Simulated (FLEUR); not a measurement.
Runs of FLEUR MaX-R8.1 (later development tree) on BaTiO3. Symmetry: R3m, No. 160, trigonal system. Conventional cell: a = 5.655 Å, b = 5.655 Å, c = 6.955 Å, α = 90.00°, β = 90.00°, γ = 120.00°. Around Ba (site symmetry 3m) lie 12 O at 2.79 to 2.89 Å. Around Ti (site symmetry 3m) lie 6 O at 1.87 to 2.14 Å. O (site symmetry m) has 2 Ti at 1.87 to 2.14 Å as nearest neighbours. 

| task | level | gmax | muffin-tin radii | max iterations | mixer history | density convergence | kmax | gap on the mesh (eV) |
| --- | --- | --- | --- | --- | --- | --- | --- | --- |
| single point | PBEsol | 16.7 1/bohr | Ba 2.51, Ti 1.82, O 1.39 bohr | 60 | 15 | 1e-05 me/bohr^3 | 5.38 1/bohr | 2.45 |
| band structure | LDA | 16.3 1/bohr | Ba 2.56, Ti 1.86, O 1.42 bohr | 60 | 15 | 1e-05 me/bohr^3 | 5.27 1/bohr | (a) |
| band structure | r2SCAN | 16.3 1/bohr | Ba 2.56, Ti 1.86, O 1.42 bohr | 80 | 30 | 0.0001 me/bohr^3 | 5.27 1/bohr | 2.85 |
| band structure | PBEsol | 16.3 1/bohr | Ba 2.56, Ti 1.86, O 1.42 bohr | 60 | 15 | 1e-05 me/bohr^3 | 5.27 1/bohr | 2.45 |

Alike in all rows: potentials or basis all-electron, FLAPW; no spin polarisation; cell as given; k mesh 7 × 7 × 7; smearing fermi-dirac 0.05 eV.

Problem. Fill in the values left out.

Solution. (a) 2.41.

Caveats: spin-orbit coupling is left out, which moves the levels of the heavy elements; an odd mesh through Γ misses points on the zone boundary, where band edges often lie (some runs); the meta-GGA is that of a development version, with a GGA for the radial functions and cores and without core tails (some runs).

A k mesh can miss the band edges, and the runs leave out spin-orbit coupling on Ba.

Not every run made on this cell is shown here.
